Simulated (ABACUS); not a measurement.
# MnO2 (P-3m1) in ABACUS: a series of runs

Runs on MnO2. Level: PBE. Tasks: equation of state.

Everything below comes from runs of ABACUS 3.10.1. Logs are shortened: lines on timing, memory, paths and dates and some standing lists are left out, and cuts for length are marked.

## (1) The structure

Symmetry: P-3m1, No. 164, trigonal system. Conventional cell: a = 2.857 Å, b = 2.857 Å, c = 4.601 Å, α = 90.00°, β = 90.00°, γ = 120.00°. Mn (site symmetry -3m) is surrounded by 6 O at 1.90 Å. Around O (site symmetry 3m) lie 3 Mn at 1.90 Å.

Measurements of this composition are mostly on another form, of space group No. 136.

## (2) Equation of state, PBE, collinear spin, ferromagnetic start, 10.19 Å³/atom (volume scaled by 0.94)

Input file INPUT:

```
INPUT_PARAMETERS
suffix              MnO2
calculation         scf
basis_type          lcao
pseudo_dir          ./
orbital_dir         ./
symmetry            1
dft_functional      pbe
ecutwfc             100
pseudo_rcut         10
nspin               2
nbands              20
ks_solver           genelpa
smearing_method     fd
smearing_sigma      0.00367493
scf_thr             1e-07
scf_nmax            100
mixing_type         broyden
mixing_beta         0.4
cal_force           1
cal_stress          1
out_mul             1
```

Input file STRU:

```
ATOMIC_SPECIES
Mn 54.9380 Mn.upf
O 15.9990 O.upf

NUMERICAL_ORBITAL
Mn_confined-atom_7au_4s3p3d1f.orb
O_confined-atom_6au_3s3p2d1f.orb

LATTICE_CONSTANT
1.8897261246

LATTICE_VECTORS
2.7982643040 0.0000000000 0.0000000000
-1.3991321520 2.4233679738 0.0000000000
0.0000000000 0.0000000000 4.5074421091

ATOMIC_POSITIONS
Direct

Mn
0.0
1
0.0000000000 0.0000000000 0.5000000000 1 1 1 mag 4

O
0.0
2
0.3333333333 0.6666666667 0.7062925700 1 1 1 mag 0
0.6666666667 0.3333333333 0.2937074300 1 1 1 mag 0
```

Input file KPT:

```
K_POINTS
0
Gamma
11 11 6 0 0 0
```

Potentials or basis: PseudoDojo NC SR 0.4.1 PBE standard, TZDP LCAO (the cutoffs set its grid).

Launch:

```sh
> OMP_NUM_THREADS=1 mpirun -np 4 abacus > log
```

running log:

```text
ABACUS v3.10.1

               Atomic-orbital Based Ab-initio Computation at UStc

 ------------------------------------------------------------------------------------

 READING GENERAL INFORMATION
                           global_out_dir = OUT.MnO2/
                           global_in_card = INPUT
                               pseudo_dir = ./
                              orbital_dir = ./
                                    DSIZE = 4
                                    GSIZE = 1

 READING UNITCELL INFORMATION
                                    ntype = 2
                  lattice constant (Bohr) = 1.88973
              lattice constant (Angstrom) = 1

 READING ATOM TYPE 1
                               atom label = Mn
                      L=0, number of zeta = 4
                      L=1, number of zeta = 3
                      L=2, number of zeta = 3
                      L=3, number of zeta = 1
             number of atom for this type = 1
               magnetization of element 1 = 4

 READING ATOM TYPE 2
                               atom label = O
                      L=0, number of zeta = 3
                      L=1, number of zeta = 3
                      L=2, number of zeta = 2
                      L=3, number of zeta = 1
             number of atom for this type = 2
               magnetization of element 2 = 0

                        TOTAL ATOM NUMBER = 3
DIRECT COORDINATES
    atom                   x                   y                   z     mag                  vx                  vy                  vz
taud_Mn1            0.0000000000        0.0000000000        0.5000000000  4.0000        0.0000000000        0.0000000000        0.0000000000
taud_O1            0.3333333333        0.6666666667        0.7062925700  0.0000        0.0000000000        0.0000000000        0.0000000000
taud_O2            0.6666666667        0.3333333333        0.2937074300  0.0000        0.0000000000        0.0000000000        0.0000000000

                          Volume (Bohr^3) = 206.269
                             Volume (A^3) = 30.5659

 Lattice vectors: (Cartesian coordinate: in unit of a_0)
             +2.79826                  +0                  +0
             -1.39913            +2.42337                  +0
                   +0                  +0            +4.50744
 Reciprocal vectors: (Cartesian coordinate: in unit of 2 pi/a_0)
            +0.357364           +0.206324                  -0
                   -0           +0.412649                  -0
                   +0                  -0           +0.221855
 The esolver type has been set to : ksdft_lcao

                PAO radial cut off (Bohr) = 10

 Read in pseudopotential file is Mn.upf
                     pseudopotential type = NC
          exchange-correlation functional = PBE
[... 218 lines left out ...]
         searching radius unit is (Bohr)) = 1.89
                         PeriodicBoundary = 1
                        Radius(unit:lat0) = 9.17
                                   glayer = [ 5, 5, 4 ]
                             glayer_minus = [ 4, 4, 3 ]

Find the coordinate range of the input atom(unit:lat0).
                                  min_tau = [ -16.8, -9.69, -12.2 ]
                                  max_tau = [ 18.2, 11.3, 16.7 ]
                                BoxNumber = [ 9, 9, 7 ]

 SETUP EXTENDED REAL SPACE GRID FOR GRID INTEGRATION
                          real space grid = [ 36, 36, 60 ]
                 big cell numbers in grid = [ 9, 9, 20 ]
             meshcell numbers in big cell = [ 4, 4, 3 ]
                        extended fft grid = [ 14, 14, 17 ]
                dimension of extened grid = [ 38, 38, 55 ]
                            UnitCellTotal = 75
              Atom number in sub-FFT-grid = 3
    Local orbitals number in sub-FFT-grid = 93
                                ParaV.nnr = 122913

                                 init_chg = atomic

 LCAO ALGORITHM --------------- ION=   1  ELEC=   1--------------------------------
          total magnetism (Bohr mag/cell) = 3
       absolute magnetism (Bohr mag/cell) = 3.1273
                        nelec for spin up = 15
                      nelec for spin down = 12
[... 256 lines left out ...]
 Density error is 5.5214245204e-08
----------------------------------------------------------
     Energy           Rydberg                 eV
----------------------------------------------------------
 E_KohnSham     -284.0124827353      -3864.1880683265
 E_KS(sigma->0) -284.0124821720      -3864.1880606623
 E_Harris       -284.0124848453      -3864.1880970351
 E_band         -25.0039166635       -340.1957389412
 E_one_elec     -181.3436564825      -2467.3070243169
 E_Hartree      103.6674799772       1410.4684249913
 E_xc           -53.3127449721       -725.3571076419
 E_Ewald        -153.0235601312      -2081.9923460305
 E_entropy(-TS) -0.0000011266        -0.0000153284
 E_descf        0.0000000000         0.0000000000
 E_exx          0.0000000000         0.0000000000
 E_Fermi        0.6937977718         9.4396029558
----------------------------------------------------------

 charge density convergence is achieved
 final etot is -3864.1880683 eV
 EFERMI = 9.4396029558 eV

 STATE ENERGY(eV) AND OCCUPATIONS    NSPIN == 2
SPIN UP :
 1/84 kpoint (Cartesian) = 0.0000 0.0000 0.0000 (861 pws)
       1       -72.6114     0.00137741
       2       -41.3785     0.00137741
       3       -41.3770     0.00137741
       4       -41.3770     0.00137741
       5       -11.1636     0.00137741
       6       -8.57416     0.00137741
[... 122 lines left out ...]
      19        22.3141        0.00000
      20        23.6889        0.00000

[... levels at 162 further k points ...]

-------------------------------------------------
 Total Magnetism (uB)
-------------------------------------------------
                        Mn1         3.0550893982
                         O1        -0.0275620879
                         O2        -0.0275620879
-------------------------------------------------

 correction force for each atom along direction 1 is 8.06299e-15
 correction force for each atom along direction 2 is 1.83557e-14
 correction force for each atom along direction 3 is 3.94939e-14
------------------------------------------------------------------------------------------
 TOTAL-FORCE (eV/Angstrom)
------------------------------------------------------------------------------------------
                       Mn1         0.0000000000         0.0000000000         0.0000000000
                        O1         0.0000000000         0.0000000000         1.2466060989
                        O2         0.0000000000         0.0000000000        -1.2466060989
------------------------------------------------------------------------------------------

----------------------------------------------------------------
 TOTAL-STRESS (KBAR)
----------------------------------------------------------------
       224.2437960359        -0.0000000000         0.0000000000
        -0.0000000000       224.2437960298        -0.0000000000
         0.0000000000         0.0000000000       149.4508177399
----------------------------------------------------------------
 TOTAL-PRESSURE: 199.312803 KBAR

 --------------------------------------------
 !FINAL_ETOT_IS -3864.1880683264676009 eV
 --------------------------------------------
```

mulliken.txt:

```text
 0
CALCULATE THE MULLIkEN ANALYSIS FOR EACH ATOM
 Total charge of spin 1:	15
 Total charge of spin 2:	12
 Total charge:	27
Decomposed Mulliken populations
0                             Zeta of Mn              Spin 1              Spin 2                 Sum                Diff
s                                      0              0.9929              0.9461              1.9390              0.0469
s                                      1             -0.1338             -0.1179             -0.2517             -0.0159
s                                      2              0.0501              0.0275              0.0776              0.0226
s                                      3             -0.0036             -0.0019             -0.0055             -0.0017
SUM OVER M+Zeta                                       0.9056              0.8538              1.7594              0.0518
[... 145 lines left out ...]
SUM OVER M+Zeta+L                                     3.2086              3.2362              6.4448             -0.0276

Total Charge on atom:                  O              6.4448
Total Magnetism on atom:               O             -0.0276
```

It took 44 s on 4 MPI ranks of AMD EPYC 7B13 (Zen 3), shared host; peak memory 0.64 GiB.

Results:

```
Free energy            : -3864.1881 eV
Pressure               : 19.9 GPa
Largest force          : 1.247 eV/Å
Band gap on the k mesh : 0.71 eV, indirect (least direct gap 0.75 eV)
Net moment             : 3.00 μB per cell
Absolute moment        : 3.03 μB per cell
Site moments           : Mn +3.06; O -0.03 μB
Mulliken charges       : Mn +0.89; O -0.44 e
```

Caveat: the atomic orbitals were generated for these runs and aren't a published set; Mulliken charges move with the basis; an odd mesh through Γ misses points on the zone boundary, where band edges often lie; the basis of atomic orbitals isn't converged, which shifts pressures, moduli and gaps; a cell with one magnetic atom can't hold antiferromagnetic order, which such compounds often take; forces of over 1 eV/Å show positions far from the minimum, so gaps and moduli don't describe the material at rest.

## (3) Equation of state, PBE, collinear spin, ferromagnetic start, 10.41 Å³/atom (volume scaled by 0.96)

INPUT is that of step 2.

Edit STRU of step 2 so:

```diff
@@ -12,5 +12,5 @@
 LATTICE_VECTORS
-2.7982643040 0.0000000000 0.0000000000
--1.3991321520 2.4233679738 0.0000000000
-0.0000000000 0.0000000000 4.5074421091
+2.8179710399 0.0000000000 0.0000000000
+-1.4089855200 2.4404345078 0.0000000000
+0.0000000000 0.0000000000 4.5391857050
```

KPT is that of step 2.

Potentials or basis: PseudoDojo NC SR 0.4.1 PBE standard, TZDP LCAO (the cutoffs set its grid).

Launch:

```sh
> OMP_NUM_THREADS=1 mpirun -np 4 abacus > log
```

Run time: 42 s. Hardware: 4 MPI ranks of AMD EPYC 7B13 (Zen 3), shared host; peak memory 0.64 GiB.

Results (log left out):

* Free energy: -3864.2580 eV
* Pressure: 14.5 GPa
* Largest force: 0.890 eV/Å
* Band gap on the k mesh: 0.79 eV, indirect (least direct gap 0.84 eV)
* Net moment: 3.00 μB per cell
* Absolute moment: 3.04 μB per cell
* Site moments: Mn +3.07; O -0.03 μB
* Mulliken charges: Mn +0.90; O -0.45 e

Caveat: the atomic orbitals were generated for these runs and aren't a published set; Mulliken charges move with the basis; an odd mesh through Γ misses points on the zone boundary, where band edges often lie; the basis of atomic orbitals isn't converged, which shifts pressures, moduli and gaps; a cell with one magnetic atom can't hold antiferromagnetic order, which such compounds often take.

## (4) Equation of state, PBE, collinear spin, ferromagnetic start, 10.62 Å³/atom (volume scaled by 0.98)

INPUT is that of step 3.

Edit STRU of step 3 so:

```diff
@@ -12,5 +12,5 @@
 LATTICE_VECTORS
-2.8179710399 0.0000000000 0.0000000000
--1.4089855200 2.4404345078 0.0000000000
-0.0000000000 0.0000000000 4.5391857050
+2.8374059371 0.0000000000 0.0000000000
+-1.4187029685 2.4572656224 0.0000000000
+0.0000000000 0.0000000000 4.5704914233
```

KPT is that of step 3.

Launch:

```sh
> OMP_NUM_THREADS=1 mpirun -np 4 abacus > log
```

Wall time 41 s (4 MPI ranks of AMD EPYC 7B13 (Zen 3), shared host); peak memory 0.68 GiB.

Results (log left out):

- Free energy: -3864.3066 eV
- Pressure: 9.6 GPa
- Largest force: 0.562 eV/Å
- Band gap on the k mesh: 0.87 eV, indirect (least direct gap 0.92 eV)
- Net moment: 3.00 μB per cell
- Absolute moment: 3.05 μB per cell
- Site moments: Mn +3.08; O -0.04 μB
- Mulliken charges: Mn +0.91; O -0.45 e

Caveat: the atomic orbitals were generated for these runs and aren't a published set; Mulliken charges move with the basis; an odd mesh through Γ misses points on the zone boundary, where band edges often lie; the basis of atomic orbitals isn't converged, which shifts pressures, moduli and gaps; a cell with one magnetic atom can't hold antiferromagnetic order, which such compounds often take.

## (5) Equation of state, PBE, collinear spin, ferromagnetic start, 10.84 Å³/atom

INPUT is that of step 4.

Edit STRU of step 4 so:

```diff
@@ -12,5 +12,5 @@
 LATTICE_VECTORS
-2.8374059371 0.0000000000 0.0000000000
--1.4187029685 2.4572656224 0.0000000000
-0.0000000000 0.0000000000 4.5704914233
+2.8565781804 0.0000000000 0.0000000000
+-1.4282890902 2.4738692722 0.0000000000
+0.0000000000 0.0000000000 4.6013740589
```

KPT is that of step 4.

Launch:

```sh
> OMP_NUM_THREADS=1 mpirun -np 4 abacus > log
```

It took 40 s on 4 MPI ranks of AMD EPYC 7B13 (Zen 3), shared host; peak memory 0.68 GiB.

It converged, with:

- Free energy: -3864.3368 eV
- Pressure: 5.3 GPa
- Largest force: 0.260 eV/Å
- Band gap on the k mesh: 0.95 eV, indirect (least direct gap 1.00 eV)
- Net moment: 3.00 μB per cell
- Absolute moment: 3.06 μB per cell
- Site moments: Mn +3.10; O -0.05 μB
- Mulliken charges: Mn +0.91; O -0.46 e

Caveat: the atomic orbitals were generated for these runs and aren't a published set; Mulliken charges move with the basis; an odd mesh through Γ misses points on the zone boundary, where band edges often lie; the basis of atomic orbitals isn't converged, which shifts pressures, moduli and gaps; a cell with one magnetic atom can't hold antiferromagnetic order, which such compounds often take.

## (6) Equation of state, PBE, collinear spin, ferromagnetic start, 11.06 Å³/atom (volume scaled by 1.02)

INPUT is that of step 5.

Edit STRU of step 5 so:

```diff
@@ -12,5 +12,5 @@
 LATTICE_VECTORS
-2.8565781804 0.0000000000 0.0000000000
--1.4282890902 2.4738692722 0.0000000000
-0.0000000000 0.0000000000 4.6013740589
+2.8754964680 0.0000000000 0.0000000000
+-1.4377482340 2.4902529899 0.0000000000
+0.0000000000 0.0000000000 4.6318476229
```

KPT is that of step 5.

Potentials or basis: PseudoDojo NC SR 0.4.1 PBE standard, TZDP LCAO (the cutoffs set its grid).

Launch:

```sh
> OMP_NUM_THREADS=1 mpirun -np 4 abacus > log
```

Wall time 42 s (4 MPI ranks of AMD EPYC 7B13 (Zen 3), shared host); peak memory 0.68 GiB.

It converged, with:

- Free energy: -3864.3501 eV
- Pressure: 1.4 GPa
- Largest force: 0.018 eV/Å
- Band gap on the k mesh: 1.02 eV, indirect (least direct gap 1.08 eV)
- Net moment: 3.00 μB per cell
- Absolute moment: 3.08 μB per cell
- Site moments: Mn +3.12; O -0.06 μB
- Mulliken charges: Mn +0.92; O -0.46 e

Caveat: the atomic orbitals were generated for these runs and aren't a published set; Mulliken charges move with the basis; an odd mesh through Γ misses points on the zone boundary, where band edges often lie; the basis of atomic orbitals isn't converged, which shifts pressures, moduli and gaps; a cell with one magnetic atom can't hold antiferromagnetic order, which such compounds often take.

## (7) Equation of state, PBE, collinear spin, ferromagnetic start, 11.27 Å³/atom (volume scaled by 1.04)

INPUT is that of step 6.

Edit STRU of step 6 so:

```diff
@@ -12,5 +12,5 @@
 LATTICE_VECTORS
-2.8754964680 0.0000000000 0.0000000000
--1.4377482340 2.4902529899 0.0000000000
-0.0000000000 0.0000000000 4.6318476229
+2.8941690462 0.0000000000 0.0000000000
+-1.4470845231 2.5064239170 0.0000000000
+0.0000000000 0.0000000000 4.6619253983
```

KPT is that of step 6.

Launch:

```sh
> OMP_NUM_THREADS=1 mpirun -np 4 abacus > log
```

It took 41 s on 4 MPI ranks of AMD EPYC 7B13 (Zen 3), shared host; peak memory 0.68 GiB.

Results (log left out):

```yaml
Free_energy: -3864.3484 eV
Pressure: -2.1 GPa
Largest_force: 0.274 eV/Å
Band_gap_on_the_k_mesh: 1.09 eV, indirect (least direct gap 1.15 eV)
Net_moment: 3.00 μB per cell
Absolute_moment: 3.10 μB per cell
Site_moments: Mn +3.13; O -0.07 μB
Mulliken_charges: Mn +0.92; O -0.46 e
```

Caveat: the atomic orbitals were generated for these runs and aren't a published set; Mulliken charges move with the basis; an odd mesh through Γ misses points on the zone boundary, where band edges often lie; the basis of atomic orbitals isn't converged, which shifts pressures, moduli and gaps; a cell with one magnetic atom can't hold antiferromagnetic order, which such compounds often take.

## (8) Equation of state, PBE, collinear spin, ferromagnetic start, 11.49 Å³/atom (volume scaled by 1.06)

INPUT is that of step 7.

Edit STRU of step 7 so:

```diff
@@ -12,5 +12,5 @@
 LATTICE_VECTORS
-2.8941690462 0.0000000000 0.0000000000
--1.4470845231 2.5064239170 0.0000000000
-0.0000000000 0.0000000000 4.6619253983
+2.9126037410 0.0000000000 0.0000000000
+-1.4563018705 2.5223888309 0.0000000000
+0.0000000000 0.0000000000 4.6916199912
```

KPT is that of step 7.

Launch:

```sh
> OMP_NUM_THREADS=1 mpirun -np 4 abacus > log
```

It took 40 s on 4 MPI ranks of AMD EPYC 7B13 (Zen 3), shared host; peak memory 0.68 GiB.

Results (log left out):

| Item | Value |
| --- | --- |
| Free energy | -3864.3332 eV |
| Pressure | -5.3 GPa |
| Largest force | 0.510 eV/Å |
| Band gap on the k mesh | 1.15 eV, indirect (least direct gap 1.23 eV) |
| Net moment | 3.00 μB per cell |
| Absolute moment | 3.13 μB per cell |
| Site moments | Mn +3.15; O -0.08 μB |
| Mulliken charges | Mn +0.92; O -0.46 e |

Caveat: the atomic orbitals were generated for these runs and aren't a published set; Mulliken charges move with the basis; an odd mesh through Γ misses points on the zone boundary, where band edges often lie; the basis of atomic orbitals isn't converged, which shifts pressures, moduli and gaps; a cell with one magnetic atom can't hold antiferromagnetic order, which such compounds often take.

## (9) Equation of state, PBE, collinear spin, ferromagnetic start

Potentials or basis: PseudoDojo NC SR 0.4.1 PBE standard, TZDP LCAO (the cutoffs set its grid).

This step only gathers the single runs of the series.

Results:

```
Equilibrium volume                        : 11.14 Å³/atom
Bulk modulus at fixed shape and positions : 182 GPa
Pressure derivative of the bulk modulus   : 4.6
```

Energy against volume, from the lowest point:
| volume (Å³/atom) | energy (meV/atom) |
| --- | --- |
| 10.189 | 54.01 |
| 10.405 | 30.71 |
| 10.622 | 14.49 |
| 10.839 | 4.41 |
| 11.056 | 0.00 |
| 11.273 | 0.56 |
| 11.489 | 5.64 |

Caveat: the atomic orbitals were generated for these runs and aren't a published set; the cell was scaled at fixed shape and fractional positions, which overstates the stiffness of a crystal with free parameters, most of all of layers and chains; the basis of atomic orbitals isn't converged, which shifts pressures, moduli and gaps.
